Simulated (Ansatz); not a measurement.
This script for the Ansatz DFT code, driven from Python starts 2 runs on TaC, space group Fm-3m. What input does the engine get in each?

`tac_defect.py`
```python
import ansatz as az
import numpy as np

lattice = az.Lattice.of(
    (0.0, 2.223, 2.223),
    (2.223, 0.0, 2.223),
    (2.223, 2.223, 0.0),
)
sites = [
    ("Ta", (0.0, 0.0, 0.0)),
    ("C", (0.5, 0.5, 0.5)),
]
crystal = az.Crystal(lattice=lattice)
for symbol, position in sites:
    crystal = crystal.atom(symbol, position)
host = crystal.supercell(2)
defective = host.substitution("Ta", at=(0.5, 0.5, 0.5), replaces="C")

def settled(structure):
    return (
        structure.calculation()
        .basis(31 * az.Ry)
        .occupations(az.OccupationsMethod.FERMI_DIRAC, width=50 * az.meV)
        .kpoints(3)
        .functional("PBE", dispersion="d4")
        .band_table()
    )


perfect = settled(host).run(threads=1, pin="off").report
calc = (
    settled(defective)
    .relax(force_tolerance=0.03, max_steps=25)
)
out = calc.run(threads=1, pin="off")
r = out.report

n_host, n_defect = len(perfect["lattice"]["sites"]), len(r["lattice"]["sites"])
print(f"perfect cell: {n_host} atoms, F = {perfect['free_energy_ev']:.4f} eV")
print(f"defect cell:  {n_defect} atoms, F = {r['free_energy_ev']:.4f} eV")
print(f"difference {r['free_energy_ev'] - perfect['free_energy_ev']:.4f} eV (no chemical potentials)")

for site in out.lattice.sites:
    print(f"{site.symbol:2s}", " ".join(f"{v:8.4f}" for v in site.position_ang))

pull = np.linalg.norm(r["forces_ev_ang"], axis=1)
for atom in np.argsort(-pull)[:5]:
    print(f"force on {out.lattice.sites[atom].symbol}{atom}: {pull[atom]:.3f} eV/A")
```

Run 1:
```yaml
crystal:
  lattice:
    - [0.0, 2.223, 2.223]
    - [2.223, 0.0, 2.223]
    - [2.223, 2.223, 0.0]
  atoms:
    - { symbol: Ta, position: [0.0, 0.0, 0.0] }
    - { symbol: C, position: [0.5, 0.5, 0.5] }
  supercell: [2, 2, 2]
basis:
  ecutwfc: 421.77648681281397
kpoints:
  mp_grid:
    grid: [3, 3, 3]
hamiltonian:
  xc: pbe
  dispersion: d4
scf:
  occupations:
    method: fermi_dirac
    width: 0.05
output:
  eigenvalues: true
```

Run 2, against run 1:
```diff
+  defects:
+    - { substitution: { at: 1, symbol: Ta } }
+relax:
+  f_tol: 0.03
+  max_steps: 25
```

```console
$ python tac_defect.py
perfect cell: 16 atoms, F = -81479.7901 eV
defect cell:  16 atoms, F = -91147.9843 eV
difference -9668.1941 eV (no chemical potentials)
Ta  -0.0000  -0.0000  -0.0000
Ta   2.2230   2.2230   2.2230
Ta   2.2230   2.2230  -0.1898
C    4.4460   4.4460   2.2230
Ta   2.2230  -0.1898   2.2230
C    4.4460   2.2230   4.4460
Ta   4.6358   2.2230   2.2230
C    6.6690   4.4460   4.4460
Ta  -0.1898   2.2230   2.2230
C    2.2230   4.4460   4.4460
Ta   2.2230   4.6358   2.2230
C    4.4460   6.6690   4.4460
Ta   2.2230   2.2230   4.6358
C    4.4460   4.4460   6.6690
Ta   4.4460   4.4460   4.4460
C    6.6690   6.6690   6.6690
force on Ta2: 0.001 eV/A
force on Ta12: 0.001 eV/A
force on Ta10: 0.001 eV/A
force on Ta4: 0.001 eV/A
force on Ta6: 0.001 eV/A
```

Caveats:
- Absolute energies stand on the zero of these potentials, so only differences at equal settings mean something. A total without «per atom» is that of the cell as typed.
- Dispersion corrections can be off by several per cent in the lattices of metals, and by several GPa in the pressure at a fixed cell.
- The mesh is modest for a metal, so energies can be off by several to tens of meV an atom and pressures by half a GPa or more; differences at equal mesh fare better.
- Of the deposited cell: the entry's cell lengths or inner coordinates differ somewhat from later room-temperature determinations.
- The difference holds no chemical potentials.
- Errors of mesh and smearing per atom add up over the supercell, so the energy can be off by tenths of an eV.
- Spin-orbit coupling, which matters for elements this heavy, is left out.
- The structure is a deposited one; some such entries were measured under pressure or heat, so a shift against it needn't be the functional's error alone.
- The supercell is small, so the defect meets its images and the energies aren't those of an isolated defect; a partly filled defect level may also lower its energy by spin or distortion. For a charged cell the difference holds no correction, alignment or term for the electrons' reservoir.
- The whole script took 35 s on 1 thread of Intel(R) Xeon(R) Processor @ 2.30GHz (shared host), peak memory 0.66 GiB.
